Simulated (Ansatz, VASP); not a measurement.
One calculation of Si, two programs

INCAR

```
SYSTEM = Si
ALGO = Normal
EDIFF = 1E-7
ENCUT = 520
GGA = PS
ISIF = 2
ISMEAR = -1
LASPH = .True.
LCHARG = .False.
LREAL = .False.
LWAVE = .False.
NBANDS = 11
NELM = 80
PREC = Accurate
SIGMA = 0.08
```

Contents of KPOINTS:

```
k-points
0
Gamma
  17 17 9
  0 0 0
```

Contents of POSCAR:

```
Si
1.0
    2.1337597290      0.0000000000      0.0000000000
   -1.0668798645      1.8478901309      0.0000000000
    0.0000000000      0.0000000000      3.5395049679
Si
2
Direct
    0.3333333333      0.6666666667      0.2500000000
    0.6666666667      0.3333333333      0.7500000000
```

Input for Ansatz:

```yaml
crystal:
  lattice:
    - [2.133759729, 0.0, 0.0]
    - [-1.0668798645, 1.8478901309, 0.0]
    - [0.0, 0.0, 3.5395049679]
  atoms:
    - { symbol: Si, position: [0.3333333333, 0.6666666667, 0.25] }
    - { symbol: Si, position: [0.6666666667, 0.3333333333, 0.75] }
kpoints:
  mp_grid: { grid: [17, 17, 9] }
scf:
  occupations: { method: fermi_dirac, width: 0.08 }
hamiltonian:
  xc: pbesol
  pseudopotentials: { kind: all_electron, lapw: { basis_error: 0.001 } }
output:
  forces: true
  stress: true
  eigenvalues: true
  populations: true
```

Change from the starting cell: volume scaled by 0.5, LAPW.

Alike in both runs: task single point; functional PBEsol; k mesh 17 × 17 × 9; occupations fermi-dirac, width 0.08 eV; no spin polarisation.

```csv
,VASP,Ansatz
version,VASP 6.6.1,Ansatz 0.2.0
potentials or method,"VASP PAW PBE potentials, release 64 (Si)","all-electron LAPW, scalar-relativistic"
plane-wave cutoff (eV),520,see its input
```

|  | VASP | Ansatz | Ansatz less VASP |
| --- | --- | --- | --- |
| pressure (GPa) | 312.3 | 310.4 | -1.93 |
| largest component of the traceless stress (GPa) | 0.08 | 0.27 | +0.192 |

Ansatz ran all-electron here, so the differences hold the error of VASP's frozen core and of both bases.

Caveats: the cell as given lies far from equilibrium; so large a pressure means that the cell lies far from this level's equilibrium, or that cutoff or potentials fall short (VASP); the potentials were made for another functional, which shifts forces and pressure (VASP).
